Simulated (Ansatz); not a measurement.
# Ti: stress in a strained cell

Ti is deformed so: equal xy, yz and zx engineering shear strains of +2 %. What stress and forces result, by LAPW, PAW and all-electron datasets made for the crystal?

Program: Ansatz 0.2.0. Level of theory: DFT PBE, scalar-relativistic. These are calculated values, not measurements.

## (1) The structure to begin with

The structure is hexagonal, space group P6_3/mmc (No. 194). Conventional cell: a = 2.950 Å, b = 2.950 Å, c = 4.686 Å, α = 90.00°, β = 90.00°, γ = 120.00°. Around Ti (site symmetry -6m2) lie 12 Ti at 2.90 to 2.95 Å.

Coordinates:

```
Ti
1.0
     2.95000    0.00000    0.00000
    -1.47500    2.55477    0.00000
     0.00000    0.00000    4.68600
Ti
2
Direct
  0.33333 0.66667 0.25000
  0.66667 0.33333 0.75000
```

Atoms are numbered in the order of the input: Ti1, Ti2.

## (2) After the deformation

Space group P6_3/mmc before, P-1 after.

## (3) LAPW, all electrons

The input, input.yaml:

```yaml
crystal:
  lattice:
    - [2.9499978604, 0.0294999786, 0.0294999786]
    - [-1.4494511993, 2.5400230989, 0.0107977416]
    - [0.04686, 0.04686, 4.686]
  atoms:
    - { symbol: Ti, position: [0.3333333333, 0.6666666667, 0.25] }
    - { symbol: Ti, position: [0.6666666667, 0.3333333333, 0.75] }
kpoints:
  mp_grid: { grid: [13, 13, 7] }
  band_path:
    path:
      - [0.0, 0.0, 0.0]
      - [0.0, -0.5, 0.0]
      - [0.0, 0.0, 0.5]
      - [0.0, 0.0, 0.0]
      - [-0.5, 0.0, 0.0]
      - [-0.5, 0.5, -0.5]
      - [0.0, 0.0, 0.0]
      - [-0.5, 0.0, -0.5]
      - [-0.5, 0.5, 0.0]
    npoints: 5
scf:
  occupations: { method: fermi_dirac, width: 0.08 }
hamiltonian:
  xc: pbe
  pseudopotentials: { kind: all_electron, lapw: { basis_error: 0.0005 } }
output:
  forces: true
  stress: true
  eigenvalues: true
```

Started as:

```console
ansatz run input.yaml --threads 1 --pin off --max-ram 3072MiB --backend cpu --events-out ev --progress --plain --runs-dir out
```

## (4) Frozen-core PAW

The input, input.yaml:

```yaml
crystal:
  lattice:
    - [2.9499978604, 0.0294999786, 0.0294999786]
    - [-1.4494511993, 2.5400230989, 0.0107977416]
    - [0.04686, 0.04686, 4.686]
  atoms:
    - { symbol: Ti, position: [0.3333333333, 0.6666666667, 0.25] }
    - { symbol: Ti, position: [0.6666666667, 0.3333333333, 0.75] }
kpoints:
  mp_grid: { grid: [13, 13, 7] }
scf:
  occupations: { method: fermi_dirac, width: 0.08 }
hamiltonian:
  xc: pbe
  pseudopotentials: { kind: paw }
output:
  forces: true
  stress: true
  eigenvalues: true
  efg: { contact_densities: true }
```

## (5) Datasets made for this crystal

input.yaml: that of step 4 with these lines changed.

```diff
@@ -14,3 +14,3 @@
   xc: pbe
-  pseudopotentials: { kind: paw }
+  pseudopotentials: { kind: all_electron, datasets: crystal }
 output:
```

(Steps that only read results are left out.)

Q: Predict the outcome of this session. Wanted: pressure; largest shear or deviatoric stress.

**Answer**, as computed:

| quantity | value |
| --- | --- |
| pressure | LAPW -1.55, PAW -1.54, crystal datasets -1.55 GPa |
| largest shear or deviatoric stress (LAPW) | 1.20 GPa |

**Reading.** The largest part of the stress beyond the pressure is 1.20 GPa in size, in the xy component; the atoms are carried along and not relaxed. No run of the undeformed cell stands beside it, so the pressure holds what the given cell had before the change. PAW: stress within 0.01 GPa of LAPW, forces within 1 meV/Å. Crystal datasets: stress within 0.01 GPa of LAPW, forces within 1 meV/Å.
